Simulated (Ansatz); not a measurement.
**Ga: all-electron results**

```xyz
2
Lattice="1.4500 -4.0650 0.0000 1.4500 4.0650 0.0000 0.0000 0.0000 3.1700" Properties=species:S:1:pos:R:3 pbc="T T T"
Ga    1.4500   -2.9837    0.7925
Ga    1.4500    2.9837    2.3775
```

Atoms are numbered in the order listed.

Structure: COD 9012485, as refined from experiment and not relaxed.

All numbers below come from Ansatz 0.2.0, DFT, PBE, all-electron LAPW, scalar-relativistic.

Numerical set-up: a Γ-centred 15×15×13 k mesh, Fermi–Dirac smearing of 0.05 eV, basis error target 0.25 meV/atom, no spin polarisation.

```
Pressure at this cell                             : 1.57 GPa
Band gap                                          : none: bands cross the Fermi level, a metal
Stress xx, yy, zz (compression positive)          : -0.01, 2.13, 2.58 GPa
Largest force                                     : 0.00387 Ha/bohr on Ga1
Density of states at the Fermi level (0.2 eV bin) : 0.75 states/eV per cell
Volume per atom                                   : 126.1 bohr³
```
